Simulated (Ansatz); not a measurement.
Consider the ligand exchange at the Si–C bond: `BC(F)([SiH3])[SiH3]` + `N=C(N)O` → `N=C(N)O[SiH3]` + `BC(F)[SiH3]`.

Calculated with Ansatz (gas phase, PBE0-D4/def2-TZVP geometries, no zero-point term in ΔE). CBS: MP2 limit from def2 TZ/QZ plus the TZ coupled-cluster correction, frozen cores. Functionals use def2-TZVPP. B3LYP here is the variant with VWN-RPA as its local correlation; programs differ in this. Each species was taken in one conformer, which may not be the lowest.

`BC(F)([SiH3])[SiH3]`:

Cartesian coordinates in Å:
```
B 0.698 1.295 0.843
C 0.147 0.480 -0.313
F 0.192 1.111 -1.575
Si 1.129 -1.153 -0.457
Si -1.678 0.034 0.037
H 0.681 0.798 1.933
H 1.136 2.392 0.678
H 0.608 -1.903 -1.627
H 0.940 -1.943 0.784
H 2.570 -0.863 -0.660
H -2.476 1.272 0.217
H -1.746 -0.797 1.264
H -2.200 -0.725 -1.126
```

`N=C(N)O`:

```xyz
8

N    -1.314    0.390   -0.081
C    -0.105    0.008   -0.067
N     0.405   -0.759    0.938
O     0.857    0.235   -1.000
H    -1.559    0.891   -0.927
H    -0.166   -0.808    1.763
H     1.400   -0.733    1.073
H     0.481    0.776   -1.699
```

`N=C(N)O[SiH3]`:

```xyz
11

N    -1.295    1.014   -0.107
C    -0.258    0.540   -0.660
N     0.119    0.905   -1.918
O     0.604   -0.384   -0.164
Si    0.418   -1.127    1.313
H    -1.489    0.612    0.803
H     1.080    0.758   -2.169
H    -0.331    1.726   -2.281
H     0.430   -0.123    2.406
H    -0.857   -1.884    1.356
H     1.578   -2.036    1.420
```

`BC(F)[SiH3]`:

```xyz
10

B     1.143    0.705   -0.610
C    -0.179    0.853    0.123
F    -1.220    1.479   -0.554
Si   -0.634   -1.018    0.368
H     2.061    0.244    0.007
H     1.239    0.924   -1.778
H    -0.132    1.243    1.147
H    -2.104   -1.073    0.543
H     0.069   -1.528    1.570
H    -0.243   -1.828   -0.815
```

| level | ΔE (kJ/mol) |
| --- | --- |
| r2SCAN-D4 | -70.7 |
| PBE0-D4 | -65.1 |
| r2SCAN | -71.4 |
| PBE0 | -67.9 |
| B3LYP | -79.5 |
| CCSD/def2-TZVPP | -75.7 |
| CCSD(T)/def2-TZVPP | -72.8 |
| MP2/def2-QZVPP | -74.0 |

(1) What does CCSD(T)/CBS give? (Best estimate.)

Largest T1 diagnostic among the species: 0.014.

Results:

(1) Ansatz gave: -72.3 kJ/mol. The listed levels differ from it by 1.6, 7.2, 0.9, 4.4, -7.2, -3.4, -0.5, -1.7 kJ/mol.

From PBE to PBE0 (25 % exact exchange), in def2-TZVPP and without D4, ΔE moves by −3.8 kJ/mol. In def2-TZVPP, CCSD(T) changes the Hartree–Fock value by +20.1 kJ/mol (the triples alone add +2.9 kJ/mol) and MP2 by +19.1 kJ/mol. The D4 term adds +5.2 kJ/mol with B3LYP and +2.8 kJ/mol with PBE0; it sums over pairs of atoms, weighted by their polarisabilities, and B3LYP, whose exchange is more repulsive, gets the larger term.

CCSD(T)/CBS has its own doubt, a few kJ/mol and more with outer-core shells, so smaller differences from it don't rank the levels.
